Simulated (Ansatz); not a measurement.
Structure: TiO₂ (C2/m) from a database of computed structures, at its r2SCAN minimum. Space group C2/m (No. 12), monoclinic; a = 14.164 Å, b = 2.963 Å, c = 4.701 Å, β = 91.5° in the conventional setting, 10.96 Å³ an atom. Ti has 6 O at 1.95–1.97 Å and 4 Ti at 2.96–3.00 Å; Ti has 6 O at 1.95–1.97 Å and 2 Ti at 2.96 Å; O has 3 Ti at 1.95–1.96 Å; O has 3 Ti at 1.95–1.97 Å; O has 3 Ti at 1.97 Å.

```
Ti O
1.0
     2.96327   -0.00006    0.00012
     0.00012    4.70129   -0.01999
     1.48136    0.21222    7.07885
Ti O
3 6
Cartesian
  2.9750 2.5713 4.8337
  1.4934 2.3459 2.2352
  0.0125 0.0019 0.0050
  2.9749 4.0041 6.1724
  1.4933 3.4131 3.8915
  2.9751 3.3145 1.3818
  1.4932 1.6028 5.6872
  2.9749 1.5042 3.1774
  1.4934 0.9132 0.8966
```

The questions ask for values computed with the plane-wave code Ansatz on this geometry. (Simulation; spin polarisation is off.)

**Question.** What gap does r2SCAN give, and where are the band edges?

**Answer.** The r2SCAN gap is indirect, 2.63 eV (k = (0, 0.047, 0.240) to Γ), below the direct gap of 2.68 eV at Y₂–Γ (0.75 of the way from Y₂).

**Question.** How does the gap change from r2SCAN to HSE06 (6×4×6)?

**Answer.** HSE06 gives an indirect gap of 3.81 eV, from k = (0, 0.047, 0.240) to Γ; the least direct gap is 3.87 eV at Y₂–Γ (0.75 of the way from Y₂). The gap differs by +1.18 eV from r2SCAN's.

**Question.** What does PBE0 give for the gap (6×4×6 mesh)?

**Answer.** With PBE0 the valence top lies at k = (0, 0.047, 0.240) and the conduction bottom at Γ, 4.56 eV higher; the smallest vertical gap, at Y₂–Γ (0.75 of the way from Y₂), is 4.62 eV. The gap differs by +1.93 eV from r2SCAN's.

Where an edge lies off the special points, it is a point of the mesh or the k point where a search put PBE's edge or least direct gap, reused for the other functionals, whose own edges may lie a little apart.

Coordinates of k points refer to the reciprocal vectors of the primitive cell of the runs.

The meshes of the hybrids are coarse, so their gaps aren't converged to the digits shown.

PBE's own run along the path (2.29 eV) came before the search for the edges and missed one, so it isn't listed.
